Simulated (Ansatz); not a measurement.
Ge: pressure against volume scale

Periodic Kohn-Sham DFT of a crystal at fixed atoms, scaled to volume_scale times the given cell; pressure positive in compression, energy less spherical unpolarised free atoms, largest_vzz the field gradient of largest size among the nuclei. The results are calculated, by Ansatz 0.2.0.

The cell before it is scaled or strained (space group Pm-3m, No. 221):
```
CELL_PARAMETERS angstrom
2.71210 0.00000 0.00000
0.00000 2.71210 0.00000
0.00000 0.00000 2.71210
ATOMIC_POSITIONS crystal
Ge 0.00000 0.00000 0.00000
```

Settings of every row: method frozen-core PAW; functional PBE; relativity scalar; k mesh 13x13x13; filling fermi-dirac; smearing width 0.05 eV; wave cutoff 420 eV; paw set soft_2.

Atom start moment: 0 on all atoms.

Limits: the cell comes from a prototype or a list of computed structures and needn't be the stable phase.

| row | volume scale | V (Å³/atom) | pressure (GPa) |
| --- | --- | --- | --- |
| 1 | 0.96 | 19.151 | 3.027 |
| 2 | 0.98 | 19.55 | 1.426 |
| 3 | 1 | 19.948 | ? |
| 4 | 1.02 | 20.348 | -1.279 |
| 5 | 1.04 | 20.747 | -2.42 |

Question: what pressure should row 3 give?

Worked fit of pressure. Take u = (V_r/V)^(2/3) − 1 with V_r = 19.949 Å³ an atom, which is twice the finite (Eulerian) strain; such expansions in the strain, on which the Birch-Murnaghan equation of state is built, carry the rest volume and the bulk modulus. The shown rows have u = 0.02759, 0.01356, -0.01312, -0.02581. Least squares give pressure = −0.0028 + 101.423 × u + 302.8 × u² GPa; a straight line predicts inner rows, each left out in turn, worse (root mean square 0.12 against 0.0057 GPa). The rows lie off it by 0.001, -0.002, 0.002, -0.001. The pressure vanishes at u = 0.0000, or V = 19.95 Å³ an atom, and there the bulk modulus at fixed shape and fractions is B = −V dP/dV = (2/3)(1 + u) dP/du = 67.6 GPa. The withheld row has u = 3e-05, so the fit gives −0.0028 + 101.423 × (3e-05) + 302.8 × (3e-05)² = 0.000 GPa.

The calculation gave -0.003 GPa. The fit lies 0.003 GPa (100 % of the value, 0.055 % of the column's range) above it; its largest miss of a shown row is 0.002 GPa.
